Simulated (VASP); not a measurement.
# BN (Qingsongite) (F-43m) in VASP: notebook

BN (Qingsongite) is run at these levels: PBEsol; tasks: single point.

Everything below comes from runs of VASP 6.6.1. Logs are shortened: lines on timing, memory, paths and dates and some standing lists are left out, and cuts for length are marked.

**Experimental background.**

A printed reference work, monograph reports, for a bulk crystal of BN at 300 K: band gap 6.4 eV (indirect).

How close the calculation comes is told below.

## 1. The cell of the first run

It takes space group F-43m (No. 216, cubic). The conventional cell has a = 3.615 Å, b = 3.615 Å, c = 3.615 Å, α = 90.00°, β = 90.00°, γ = 90.00°. Within 2.1 Å of B (site symmetry -43m) lie 4 N at 1.57 Å. N (site symmetry -43m) has 4 B at 1.57 Å within 2.1 Å.

## 2. Single point, PBEsol

File INCAR:

```
  PREC = Accurate
  ENCUT = 520
  EDIFF = 1E-7
  ISMEAR = 0
  SIGMA = 0.01
  LREAL = False
  LASPH = True
  NELM = 60
  ALGO = Normal
  ISIF = 2
  LWAVE = False
  LCHARG = False
  GGA = PS
  NBANDS = 11
```

File KPOINTS:

```
regular mesh
0
Gamma
  10 10 10
```

File POSCAR:

```
BN
1.0
    0.0000000000      1.8075000000      1.8075000000
    1.8075000000      0.0000000000      1.8075000000
    1.8075000000      1.8075000000      0.0000000000
B N
1 1
Direct
    0.0000000000      0.0000000000      0.0000000000
    0.2500000000      0.2500000000      0.2500000000
```

Potentials or basis: VASP PAW PBE potentials, release 64 (B, N).

On the command line:

```console
$ cat potpaw_PBE.64/B/POTCAR potpaw_PBE.64/N/POTCAR > POTCAR
$ mpirun -np 1 vasp_std > vasp.out
```

OUTCAR:

```text
PREC = Accurate
   ENCUT = 520
   EDIFF = 1E-7
   ISMEAR = 0
   LREAL = False
   LASPH = True
   NELM = 60
   ISIF = 2
   GGA = PS

 ion  position               nearest neighbor table
   1  0.000  0.000  0.000-   2 1.57   2 1.57   2 1.57   2 1.57
   2  0.250  0.250  0.250-   1 1.57   1 1.57   1 1.57   1 1.57

  LATTYP: Found a face centered cubic cell.
 ALAT       =     3.6150000000

  Lattice vectors:

 A1 = (   0.0000000000,   1.8075000000,   1.8075000000)
 A2 = (   1.8075000000,   0.0000000000,   1.8075000000)
 A3 = (   1.8075000000,   1.8075000000,   0.0000000000)

Analysis of symmetry for initial positions (statically):
=====================================================================
 Subroutine PRICEL returns:
 Original cell was already a primitive cell.

 Routine SETGRP: Setting up the symmetry group for a
 face centered cubic supercell.

 Subroutine GETGRP returns: Found 24 space group operations
 (whereof 24 operations were pure point group operations)
 out of a pool of 48 trial point group operations.

The static configuration has the point symmetry T_d .

Analysis of symmetry for dynamics (positions and initial velocities):
=====================================================================
 Subroutine PRICEL returns:
 Original cell was already a primitive cell.

 Routine SETGRP: Setting up the symmetry group for a
 face centered cubic supercell.

 Subroutine GETGRP returns: Found 24 space group operations
 (whereof 24 operations were pure point group operations)
 out of a pool of 48 trial point group operations.

The dynamic configuration has the point symmetry T_d .

 Subroutine INISYM returns: Found 24 space group operations
 (whereof 24 operations are pure point group operations),
 and found     1 'primitive' translations

----------------------------------------------------------------------------------------

                                     Primitive cell

  volume of cell :      11.8104

  direct lattice vectors                    reciprocal lattice vectors
     0.000000000  1.807500000  1.807500000    -0.276625173  0.276625173  0.276625173
     1.807500000  0.000000000  1.807500000     0.276625173 -0.276625173  0.276625173
     1.807500000  1.807500000  0.000000000     0.276625173  0.276625173 -0.276625173

  length of vectors
     2.556191014  2.556191014  2.556191014     0.479128854  0.479128854  0.479128854

  position of ions in fractional coordinates (direct lattice)
     0.000000000  0.000000000  0.000000000
[... 85 lines left out ...]
   ISYM   =      2    0-nonsym 1-usesym 2-fastsym
   POTIM  = 0.5000    time-step for ionic-motion
   TEBEG  =    0.0;   TEEND  =   0.0 temperature during run
   PSTRESS=    0.0 pullay stress
   NELECT =       8.0000    total number of electrons
   NUPDOWN=      -1.0000    fix difference up-down
   EMIN   =  10.00;   EMAX   =-10.00  energy-range for DOS
   EFERMI =   0.00;   METHOD = LEGACY
   ISMEAR =     0;   SIGMA  =   0.01  broadening in eV -4-tet -1-fermi 0-gaus
   EFERMI_NEDOS =   21; number of points for ismear=-14 and -15
   IALGO  =     38    algorithm
   IMIX   =      4    mixing-type and parameters
     AMIX     =   0.40;   BMIX     =  1.00
     AMIX_MAG =   1.60;   BMIX_MAG =  1.00
  volume/ion in A,a.u.               =       5.91        39.85
  Fermi-wavevector in a.u.,A,eV,Ry     =   1.437749  2.716952 28.124920  2.067123
  Thomas-Fermi vector in A             =   2.556793
   LORBIT       =      0    0 simple, 1 ext, 2 COOP (PROOUT), +10 PAW based schemes
   GGA     = PS    functional components
   LHFCALC =     F    Hartree Fock is set to
   AEXX    =    0.0000 exact exchange contribution
   IVDW    =     0    specifies the selected vdW correction
   LEPSILON=     F    determine dielectric tensor
   LRPA    =     F    only Hartree local field effects (RPA)
 non-spin polarized calculation
 Gauss-broadening in eV      SIGMA  =   0.01
  energy-cutoff  :      520.00
  volume of cell :       11.81
 maximum number of plane-waves:       332
   NGX =  9   NGY =  9   NGZ =  9

 number of electron       7.9999999 magnetization

 Free energy of the ion-electron system (eV)
  ---------------------------------------------------
  ext. energy  EPLUGINS =         0.00000000
  ---------------------------------------------------
  free energy    TOTEN  =       -18.34648671 eV

  energy without entropy =      -18.34648671  energy(sigma->0) =      -18.34648671

 E-fermi :   7.4854     XC(G=0): -13.0162

 val. band max:        7.3627959889   @ k =   0.0000   0.0000   0.0000
 cond. band min:      11.6394807339   @ k =   0.5000   0.5000   0.0000
 fundamental gap:      4.2766847450
 Fermi energy:         7.4854413064

 k-point     1 :       0.0000    0.0000    0.0000
  band No.  band energies     occupation
      1     -12.8902      2.00000
      2       7.3628      2.00000
      3       7.3628      2.00000
      4       7.3628      2.00000
      5      16.1245      0.00000
      6      16.1245      0.00000
      7      16.1245      0.00000
      8      17.6303      0.00000
      9      31.8728      0.00000
     10      35.0524      0.00000
     11      35.0524      0.00000
[... 309 lines left out ...]
 k-point    24 :       0.4000    0.3000    0.0000
  band No.  band energies     occupation
      1      -9.0855      2.00000
      2       0.5655      2.00000
      3       2.8147      2.00000
      4       3.2595      2.00000
      5      13.3110      0.00000
      6      17.8609      0.00000
      7      22.7937      0.00000
      8      22.8913      0.00000
      9      26.9042      0.00000
     10      34.3333      0.00000
     11      39.0148      0.00000

 [... further k-points ...]

------------------------ aborting loop because EDIFF is reached ----------------------------------------

  FORCE on cell =-STRESS in cart. coord.  units (eV):
  Direction    XX          YY          ZZ          XY          YZ          ZX
  --------------------------------------------------------------------------------------
  -------------------------------------------------------------------------------------
  Total       -0.1732956     -0.1732956     -0.1732956     -0.0000000     -0.0000000      0.0000000
  in kB      -23.5089523    -23.5089523    -23.5089523     -0.0000000     -0.0000000      0.0000000
  external PRESSURE =     -23.5089523 kB  Pullay stress =       0.0000000 kB

 VOLUME and BASIS-vectors are now :
 -----------------------------------------------------------------------------
  energy-cutoff  :      520.00
  volume of cell :       11.81
      direct lattice vectors                 reciprocal lattice vectors
     0.000000000  1.807500000  1.807500000    -0.276625173  0.276625173  0.276625173
     1.807500000  0.000000000  1.807500000     0.276625173 -0.276625173  0.276625173
     1.807500000  1.807500000  0.000000000     0.276625173  0.276625173 -0.276625173

 POSITION                                       TOTAL-FORCE (eV/Angst)
 -----------------------------------------------------------------------------------
      0.00000      0.00000      0.00000        -0.000000     -0.000000     -0.000000
      0.90375      0.90375      0.90375         0.000000      0.000000      0.000000
 -----------------------------------------------------------------------------------
    total drift:                                0.000000      0.000000      0.000000

  FREE ENERGIE OF THE ION-ELECTRON SYSTEM (eV)
  ---------------------------------------------------
  free  energy   TOTEN  =       -18.3464867118 eV

  energy  without entropy=      -18.3464867118  energy(sigma->0) =      -18.34648671
```

stdout:

```text
POSCAR found type information on POSCAR B N
 POSCAR found :  2 types and       2 ions
 scaLAPACK will be used
 -----------------------------------------------------------------------------
|                                                                             |
|                                                                             |
|     You enforced a specific xc type in the INCAR file but a different       |
|     I HOPE YOU KNOW WHAT YOU ARE DOING!                                     |
|                                                                             |
 -----------------------------------------------------------------------------

 LDA part: xc-table for (Slater+PW92), standard interpolation
 POSCAR, INCAR and KPOINTS ok, starting setup
 FFT: planning ... GRIDC
 FFT: planning ... GRID_SOFT
 FFT: planning ... GRID
 WAVECAR not read
 entering main loop
```

Wall time 3 s (1 thread of Intel Xeon 6975P-C (Granite Rapids), shared host); peak memory 0.12 GiB.

Results:

* Free energy: -18.3465 eV
* Pressure: -2.4 GPa
* Band gap on the k mesh: 4.28 eV, indirect (least direct gap 8.76 eV)

Caveat: the PAW data sets were made with another functional, which shifts forces and pressure a little.

## 3. Single point, PBEsol

This run uses another cell than the first one, of 6.14 Å³/atom, 1.040 times its volume.

File INCAR:

```
SYSTEM = BN
PREC     = Accurate       ! precision mode
ENCUT    = 520            ! plane-wave cutoff, eV
EDIFF    = 1E-6           ! SCF threshold, eV
ISMEAR   = 0              ! smearing method
SIGMA    = 0.01           ! smearing width, eV
LREAL    = .FALSE.        ! projectors in reciprocal space
LASPH    = .TRUE.         ! aspherical terms in the spheres
NELM     = 80             ! most SCF steps
ALGO     = Normal         ! electronic algorithm
ISIF     = 2              ! what is computed and relaxed
LWAVE    = .FALSE.        ! write WAVECAR
LCHARG   = .FALSE.        ! write CHGCAR
GGA      = PS             ! functional
NBANDS   = 11             ! bands
```

File KPOINTS:

```
regular mesh
0
G
  10 10 10
  0 0 0
```

File POSCAR:

```
BN
1.0
    0.0000000000      1.8312856224      1.8312856224
    1.8312856224      0.0000000000      1.8312856224
    1.8312856224      1.8312856224      0.0000000000
B N
1 1
Direct
    0.0000000000      0.0000000000      0.0000000000
    0.2500000000      0.2500000000      0.2500000000
```

Potentials or basis: VASP PAW PBE potentials, release 64 (B, N).

On the command line:

```console
$ cat potpaw_PBE.64/B/POTCAR potpaw_PBE.64/N/POTCAR > POTCAR
$ mpirun -np 1 vasp_std > vasp.out
```

Wall time 2.9 s (1 thread of Intel Xeon 6975P-C (Granite Rapids), shared host); peak memory 0.12 GiB.

The run converged. Its results:

```
Free energy            : -18.3194 eV
Pressure               : -16.2 GPa
Band gap on the k mesh : 4.23 eV, indirect (least direct gap 8.58 eV)
```

Levels at points of the mesh, in eV from the valence-band top:
```csv
k point,band 1,band 2,band 3,band 4,band 5,band 6,band 7,band 8,band 9
"(0.00, 0.00, 0.00)",-19.81,0.00,0.00,0.00,8.58,8.58,8.58,9.64,23.78
"(0.50, 0.00, 0.00)",-15.73,-10.42,-1.88,-1.88,9.59,10.41,10.41,14.68,22.63
"(0.50, 0.50, 0.00)",-14.40,-8.71,-4.75,-4.75,4.23,8.87,17.29,17.29,19.96
```

Caveat: the PAW data sets were made with another functional, which shifts forces and pressure a little. A hybrid or GW would open this gap; PBEsol tends to underestimate it.

## 4. Single point, PBEsol

This run uses another cell than the first one, of 6.38 Å³/atom, 1.080 times its volume.

File INCAR:

```
PREC = Accurate ; ENCUT = 520
EDIFF = 1E-6 ; ISMEAR = 0
SIGMA = 0.01 ; LREAL = False
LASPH = True ; NELM = 60
ALGO = Normal ; ISIF = 2
LWAVE = False ; LCHARG = False
GGA = PS ; NBANDS = 11
```

File KPOINTS:

```
regular mesh
0
Gamma
  10 10 10
```

File POSCAR:

```
BN
1.0
    0.0000000000      1.8544689142      1.8544689142
    1.8544689142      0.0000000000      1.8544689142
    1.8544689142      1.8544689142      0.0000000000
B N
1 1
Direct
    0.0000000000      0.0000000000      0.0000000000
    0.2500000000      0.2500000000      0.2500000000
```

On the command line:

```console
$ cat potpaw_PBE.64/B/POTCAR potpaw_PBE.64/N/POTCAR > POTCAR
$ mpirun -np 1 vasp_std > vasp.out
```

It took 2.7 s on 1 thread of Intel Xeon 6975P-C (Granite Rapids), shared host; peak memory 0.12 GiB.

It converged, with:

```
Free energy            : -18.2551 eV
Pressure               : -27.6 GPa
Band gap on the k mesh : 4.19 eV, indirect (least direct gap 8.40 eV)
```

Levels at points of the mesh, in eV from the valence-band top:
| k point | band 2 | band 3 | band 4 | band 5 | band 6 | band 7 |
| --- | --- | --- | --- | --- | --- | --- |
| (0.00, 0.00, 0.00) | 0.00 | 0.00 | 0.00 | 8.40 | 8.40 | 8.40 |
| (0.50, 0.00, 0.00) | -10.09 | -1.81 | -1.81 | 9.12 | 10.20 | 10.20 |
| (0.50, 0.50, 0.00) | -8.48 | -4.57 | -4.57 | 4.19 | 8.66 | 16.73 |

Caveat: the PAW data sets were made with another functional, which shifts forces and pressure a little.

## 5. Single point, PBEsol

This run uses another cell than the first one, of 6.61 Å³/atom, 1.120 times its volume.

File INCAR:

```
SYSTEM = BN
PREC     = Accurate       ! precision mode
ENCUT    = 520            ! plane-wave cutoff, eV
EDIFF    = 1E-7           ! SCF threshold, eV
ISMEAR   = 0              ! smearing method
SIGMA    = 0.01           ! smearing width, eV
LREAL    = .False.        ! projectors in reciprocal space
LASPH    = .True.         ! aspherical terms in the spheres
NELM     = 60             ! most SCF steps
ALGO     = Normal         ! electronic algorithm
ISIF     = 2              ! what is computed and relaxed
LWAVE    = .False.        ! write WAVECAR
LCHARG   = .False.        ! write CHGCAR
GGA      = PS             ! functional
NBANDS   = 11             ! bands
```

File KPOINTS:

```
Automatic mesh
0
Gamma
  10 10 10
  0 0 0
```

File POSCAR:

```
BN
1.0
    0.0000000000      1.8770866178      1.8770866178
    1.8770866178      0.0000000000      1.8770866178
    1.8770866178      1.8770866178      0.0000000000
B N
1 1
Direct
    0.0000000000      0.0000000000      0.0000000000
    0.2500000000      0.2500000000      0.2500000000
```

On the command line:

```console
$ cat potpaw_PBE.64/B/POTCAR potpaw_PBE.64/N/POTCAR > POTCAR
$ mpirun -np 1 vasp_std > vasp.out
```

Run time: 3 s. Hardware: 1 thread of Intel Xeon 6975P-C (Granite Rapids), shared host; peak memory 0.12 GiB.

Results (log left out):

```yaml
Free_energy: -18.1600 eV
Pressure: -37.1 GPa
Band_gap_on_the_k_mesh: 4.15 eV, indirect (least direct gap 8.23 eV)
```

Levels at points of the mesh, in eV from the valence-band top:
```
           k point  band 2  band 3  band 4  band 5  band 6  band 7
(0.00, 0.00, 0.00)    0.00    0.00    0.00    8.23    8.23    8.23
(0.50, 0.00, 0.00)   -9.78   -1.75   -1.75    8.67   10.00   10.00
(0.50, 0.50, 0.00)   -8.26   -4.41   -4.41    4.15    8.45   16.21
```

Caveat: the PAW data sets were made with another functional, which shifts forces and pressure a little.

## 6. The runs side by side

```csv
cell,gap on the mesh (eV),pressure (GPa)
"a = 2.556 Å, angles 60.0°, 2 atoms",4.28,-2.4
"a = 2.590 Å, angles 60.0°, 2 atoms",4.23,-16.2
"a = 2.623 Å, angles 60.0°, 2 atoms",4.19,-27.6
"a = 2.655 Å, angles 60.0°, 2 atoms",4.15,-37.1
```

Alike in all rows: task single point; level PBEsol; potentials or basis VASP PAW PBE potentials, release 64 (B, N); no spin polarisation; k mesh 10 × 10 × 10; cutoff (eV) 520; smearing gaussian 0.01 eV.

Caveats: the PAW data sets were made with another functional, which shifts forces and pressure a little.

Total energies depend on the potentials used, so only differences within one code and one set of settings carry meaning.

## 7. How close it comes

Step 2. Measured gap of BN: 6.4 eV (indirect; 300 K; a printed reference work, monograph). This calculation gives 4.28 eV (-2.12 eV). The value is that of PBEsol on a finite k mesh, which can miss the band edges, without temperature or zero-point motion. Semilocal functionals fall short of measured gaps as a rule.
